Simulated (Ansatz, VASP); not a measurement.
B in VASP and in Ansatz

File INCAR:

```
  PREC = Accurate
  ENCUT = 520
  EDIFF = 1E-6
  ISMEAR = -1
  SIGMA = 0.1
  LREAL = False
  LASPH = True
  NELM = 80
  ALGO = Normal
  ISIF = 2
  LWAVE = False
  LCHARG = True
  GGA = PE
  LELF = True
  LVHAR = True
  NBANDS = 8
```

File KPOINTS:

```
regular mesh
0
Gamma
  22 22 22
```

The input POSCAR:

```
B
1.0
   -1.1060447742      1.1060447742      1.1060447742
    1.1060447742     -1.1060447742      1.1060447742
    1.1060447742      1.1060447742     -1.1060447742
B
1
Direct
    0.0000000000      0.0000000000      0.0000000000
```

Input for Ansatz:

```yaml
crystal:
  lattice:
    - [-1.1060447742, 1.1060447742, 1.1060447742]
    - [1.1060447742, -1.1060447742, 1.1060447742]
    - [1.1060447742, 1.1060447742, -1.1060447742]
  atoms:
    - { symbol: B, position: [0.0, 0.0, 0.0] }
kpoints:
  mp_grid: { grid: [22, 22, 22] }
scf:
  occupations: { method: fermi_dirac, width: 0.1 }
hamiltonian:
  xc: pbe
  pseudopotentials: { kind: all_electron, lapw: { basis_error: 0.001 } }
output:
  forces: true
  stress: true
  eigenvalues: true
  populations: true
```

Change from the starting cell: volume scaled by 0.88, LAPW.

Alike in both runs: task single point; functional PBE; k mesh 22 × 22 × 22; occupations fermi-dirac, width 0.1 eV; no spin polarisation.

|  | VASP | Ansatz |
| --- | --- | --- |
| version | VASP 6.6.1 | Ansatz 0.2.0 |
| potentials or method | VASP PAW PBE potentials, release 64 (B) | all-electron LAPW, scalar-relativistic |
| plane-wave cutoff (eV) | 520 | see its input |

|  | VASP | Ansatz | Ansatz less VASP |
| --- | --- | --- | --- |
| pressure (GPa) | 38.0 | 38.0 | +0.04 |

Ansatz ran all-electron here, so the differences hold the error of VASP's frozen core and of both bases.

Caveats: so large a pressure means that the cell lies far from this level's equilibrium, or that cutoff or potentials fall short (VASP).
